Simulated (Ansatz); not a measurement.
ZrO₂ (fluorite, space group No. 225) at seven volumes, PBE in the plane-wave PAW code Ansatz, scaled uniformly. One row is withheld.

```tsv
V (Å³/atom)	P (GPa)
10.153	27.19
10.488	?
10.823	7.69
11.157	0.01
11.492	-6.56
11.827	-12.17
12.161	-16.97
```

Question: Fit the shown pressures and predict the withheld one.

Answer: P = (3/2)B₀(x^(7/2) − x^(5/2))[1 + (3/4)(B′ − 4)(x − 1)] with x = (V₀/V)^(2/3). Least squares on the six rows gives V₀ = 11.158 Å³/atom, B₀ = 236 GPa, B′ = 4.20. At V = 10.488, x = 1.0421 and P = 16.65 GPa. The run itself gave 16.67 GPa.

Space group Fm-3m (fluorite). This is a known high-temperature phase of the composition, computed here at zero pressure and temperature. The PBE relaxation kept the symmetry of its start; whether a distortion lowers the energy is not shown. No spin polarisation was allowed.

Potentials: the later of the program's two PAW sets.
